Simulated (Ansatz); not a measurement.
# Germanium, fcc under RPBE: from relaxation to bulk modulus, part 2 of 2

The plan for germanium in the fcc structure: relax it, solve it on a dense k-mesh, then scale the cell to 7 volumes from 88 to 112 % of the relaxed one and try a fit of the equation of state. Spin polarisation is left out. The k-meshes are 13×13×13 for the relaxation; 21×21×21 for the dense run; 14×14×14 for the volumes.

Ansatz 0.2.0; DFT, RPBE, plane waves (420 eV) with PAW, scalar-relativistic. The steps go on from the part before.

## Step 7: Volume × 1.0

This is Ge in the fcc structure; at room conditions it is diamond.

The input, input.yaml:

```yaml
crystal:
  lattice:
    - [0.0, 2.1570667295, 2.1570667295]
    - [2.1570667295, 0.0, 2.1570667295]
    - [2.1570667295, 2.1570667295, 0.0]
  atoms:
    - { symbol: Ge, position: [0.0, 0.0, 0.0] }
hamiltonian:
  xc: rpbe
  pseudopotentials:
    kind: paw
    azcp:
      Ge: "pseudopotentials/Ge.paw.azcp"
basis:
  ecutwfc: 420
  fft_grid_basis: typed
kpoints:
  mp_grid: { grid: [14, 14, 14], shift: [0, 0, 0] }
magnetization:
  spin_polarized: false
scf:
  occupations: { method: fermi_dirac, width: 0.1 }
  lower_state_search: "off"
output:
  stress: true
```

The program printed (excerpt; [...] marks lines left out):

```text
Warning: RAYON_NUM_THREADS=2 ignored (pool sized by the plan → 2); use --threads N
[...]
Pseudopotentials: kind: paw
Pseudopotential: Ge, paw, valence charge 14, recommended cutoff 420 eV (normal), <dir>
Functional definition: RPBE
[...]
Crystal: 1 atoms, lattice volume = 20.073 Å³
Basis set: ecut = 420 eV, 387 PW (Γ)
Bands: 11, of which v1, the nominal top of the filled ones, is band 7 counted from 1 (6 counted from 0)
Symmetry: 48 space group operations
Space group: Fm-3m (ITA 225), of the structure as read, at distance tolerance 2.7e-5 Å
k-points: 104 of 2744
[...]
SCF iter   1: F=—  HF=-4300.364159 eV  |F-HF|=—  |Δ(HF+E_count)|=         —  Δρ=2.16e-3  dr2=3.20e-4  ethr=1.77e-3  ⟨swp⟩=5.0  Hψ=6464  notcnv=0
[...]
SCF iter   6: F=-4300.363696 eV  HF=-4300.363696 eV  |F-HF|=3.73e-11  |Δ(HF+E_count)|=   1.35e-8  Δρ=1.48e-6  dr2=2.38e-10  ethr=4.51e-10  ⟨swp⟩=2.2  Hψ=3607  notcnv=0
[...]
SCF converged after 6 iterations
Free energy (F): -4300.363696 eV
[...]
E sigma→0 (E₀):  -4300.354382 eV
Entropy (-TS):   -0.018627 eV (-18.627 meV/atom)
Fermi energy:    10.414551 eV
[...]
--- Stress (GPa, compression-positive) ---
        0.222405       0.000000       0.000000
        0.000000       0.222405       0.000000
        0.000000      -0.000000       0.222405
  P = ⅓ Tr σ = 0.2224 GPa (2.224 kbar)
```

Run time: 1.1 s. Hardware: 2 threads of an Arm CPU, shared host; peak memory 0.28 GiB.

## Step 8: Volume × 1.04

input.yaml, as its differences from that of step 7:

```diff
@@ -2,5 +2,5 @@
   lattice:
-    - [0.0, 2.1570667295, 2.1570667295]
-    - [2.1570667295, 0.0, 2.1570667295]
-    - [2.1570667295, 2.1570667295, 0.0]
+    - [0.0, 2.1854524416, 2.1854524416]
+    - [2.1854524416, 0.0, 2.1854524416]
+    - [2.1854524416, 2.1854524416, 0.0]
   atoms:
```

The program printed (excerpt; [...] marks lines left out):

```text
Warning: RAYON_NUM_THREADS=2 ignored (pool sized by the plan → 2); use --threads N
[...]
[... 3 set-up lines as earlier in the session ...]
[...]
Crystal: 1 atoms, lattice volume = 20.876 Å³
Basis set: ecut = 420 eV, 411 PW (Γ)
Bands: 11, of which v1, the nominal top of the filled ones, is band 7 counted from 1 (6 counted from 0)
[... 1 set-up line as earlier in the session ...]
Space group: Fm-3m (ITA 225), of the structure as read, at distance tolerance 2.8e-5 Å
k-points: 104 of 2744
[...]
SCF iter   1: F=—  HF=-4300.359808 eV  |F-HF|=—  |Δ(HF+E_count)|=         —  Δρ=2.04e-3  dr2=2.97e-4  ethr=1.77e-3  ⟨swp⟩=5.0  Hψ=6449  notcnv=0
[...]
SCF iter   6: F=-4300.359332 eV  HF=-4300.359332 eV  |F-HF|=8.19e-11  |Δ(HF+E_count)|=   1.77e-8  Δρ=2.53e-6  dr2=7.75e-10  ethr=7.14e-10  ⟨swp⟩=4.0  Hψ=3167  notcnv=0
[...]
SCF converged after 6 iterations
Free energy (F): -4300.359332 eV
[...]
E sigma→0 (E₀):  -4300.350388 eV
Entropy (-TS):   -0.017889 eV (-17.889 meV/atom)
Fermi energy:    9.862951 eV
[...]
--- Stress (GPa, compression-positive) ---
       -1.892585      -0.000000       0.000000
        0.000000      -1.892585       0.000000
        0.000000       0.000000      -1.892585
  P = ⅓ Tr σ = -1.8926 GPa (-18.926 kbar)
```

It took 0.67 s on 2 threads of an Arm CPU, shared host; peak memory 0.28 GiB.

## Step 9: Volume × 1.08

input.yaml, as its differences from that of step 8:

```diff
@@ -2,5 +2,5 @@
   lattice:
-    - [0.0, 2.1854524416, 2.1854524416]
-    - [2.1854524416, 0.0, 2.1854524416]
-    - [2.1854524416, 2.1854524416, 0.0]
+    - [0.0, 2.2131193336, 2.2131193336]
+    - [2.2131193336, 0.0, 2.2131193336]
+    - [2.2131193336, 2.2131193336, 0.0]
   atoms:
```

The program printed (excerpt; [...] marks lines left out):

```text
Warning: RAYON_NUM_THREADS=2 ignored (pool sized by the plan → 2); use --threads N
[...]
[... 3 set-up lines as earlier in the session ...]
[...]
Crystal: 1 atoms, lattice volume = 21.679 Å³
Basis set: ecut = 420 eV, 411 PW (Γ)
Bands: 11, of which v1, the nominal top of the filled ones, is band 7 counted from 1 (6 counted from 0)
[... 2 set-up lines as earlier in the session ...]
k-points: 104 of 2744
[...]
SCF iter   1: F=—  HF=-4300.345826 eV  |F-HF|=—  |Δ(HF+E_count)|=         —  Δρ=1.97e-3  dr2=2.85e-4  ethr=1.77e-3  ⟨swp⟩=5.0  Hψ=6452  notcnv=0
[...]
SCF iter   6: F=-4300.345359 eV  HF=-4300.345359 eV  |F-HF|=1.36e-11  |Δ(HF+E_count)|=   5.40e-9  Δρ=7.99e-7  dr2=8.70e-11  ethr=1.03e-10  ⟨swp⟩=1.9  Hψ=2925  notcnv=0
[...]
SCF converged after 6 iterations
Free energy (F): -4300.345359 eV
[...]
E sigma→0 (E₀):  -4300.336671 eV
Entropy (-TS):   -0.017377 eV (-17.377 meV/atom)
Fermi energy:    9.351899 eV
[...]
--- Stress (GPa, compression-positive) ---
       -3.623789       0.000000      -0.000000
       -0.000000      -3.623789      -0.000000
       -0.000000      -0.000000      -3.623789
  P = ⅓ Tr σ = -3.6238 GPa (-36.238 kbar)
```

It took 0.7 s on 2 threads of an Arm CPU, shared host; peak memory 0.28 GiB.

## Step 10: Volume × 1.12

input.yaml, as its differences from that of step 9:

```diff
@@ -2,5 +2,5 @@
   lattice:
-    - [0.0, 2.2131193336, 2.2131193336]
-    - [2.2131193336, 0.0, 2.2131193336]
-    - [2.2131193336, 2.2131193336, 0.0]
+    - [0.0, 2.240111254, 2.240111254]
+    - [2.240111254, 0.0, 2.240111254]
+    - [2.240111254, 2.240111254, 0.0]
   atoms:
```

The program printed (excerpt; [...] marks lines left out):

```text
Warning: RAYON_NUM_THREADS=2 ignored (pool sized by the plan → 2); use --threads N
[...]
[... 3 set-up lines as earlier in the session ...]
[...]
Crystal: 1 atoms, lattice volume = 22.482 Å³
Basis set: ecut = 420 eV, 459 PW (Γ)
Bands: 11, of which v1, the nominal top of the filled ones, is band 7 counted from 1 (6 counted from 0)
[... 2 set-up lines as earlier in the session ...]
k-points: 104 of 2744
[...]
SCF iter   1: F=—  HF=-4300.323996 eV  |F-HF|=—  |Δ(HF+E_count)|=         —  Δρ=1.93e-3  dr2=2.80e-4  ethr=1.77e-3  ⟨swp⟩=5.0  Hψ=6419  notcnv=0
[...]
SCF iter   6: F=-4300.323548 eV  HF=-4300.323548 eV  |F-HF|=1.02e-10  |Δ(HF+E_count)|=   3.37e-9  Δρ=9.09e-7  dr2=1.84e-10  ethr=5.08e-11  ⟨swp⟩=1.6  Hψ=3145  notcnv=0
[...]
SCF converged after 6 iterations
Free energy (F): -4300.323548 eV
[...]
E sigma→0 (E₀):  -4300.314978 eV
Entropy (-TS):   -0.017142 eV (-17.142 meV/atom)
Fermi energy:    8.875649 eV
[...]
--- Stress (GPa, compression-positive) ---
       -5.029894       0.000000      -0.000000
        0.000000      -5.029894       0.000000
       -0.000000      -0.000000      -5.029894
  P = ⅓ Tr σ = -5.0299 GPa (-50.299 kbar)
```

Wall time 0.71 s (2 threads of an Arm CPU, shared host); peak memory 0.28 GiB.

## Step 11: Fitting the volumes

The cell was scaled evenly, with its shape and the fractional positions fixed.

```csv
V (Å³/atom),E − E₀ (meV/atom),P from the stress (GPa),P from the fit (GPa)
17.665,68.1,9.86,9.64
18.468,29.4,5.94,5.92
19.270,7.8,2.80,2.84
20.073,0.1,0.22,0.29
20.876,4.1,-1.89,-1.82
21.679,17.8,-3.62,-3.58
22.482,39.5,-5.03,-5.04
```

Fit (Birch-Murnaghan, third order): V₀ = 20.175 Å³/atom, B₀ = 57 GPa, B₀′ = 3.7, largest residual 0.03 meV/atom.

## Step 12: Summary of results

What follows sums up all 2 parts.

```
                      quantity                         value
space group (spins left aside)               Fm-3m (No. 225)
             conventional cell                   a = 4.314 Å
                        volume                20.073 Å³/atom
             shortest distance                       3.051 Å
               gap on the mesh  none (levels filled in part)
           relative to diamond                 +354 meV/atom
                   V₀, B₀, B₀′   20.175 Å³/atom, 57 GPa, 3.7
```

The relaxation enlarged the cell by 4.3 % in volume. It lies 354 meV/atom above the element's reference form at the same level (diamond, from a run of its own). Levels at the Fermi energy are filled in part, as in a metal. B₀ comes out at 57 GPa. Relaxation kept the symmetry; phonons were not checked.
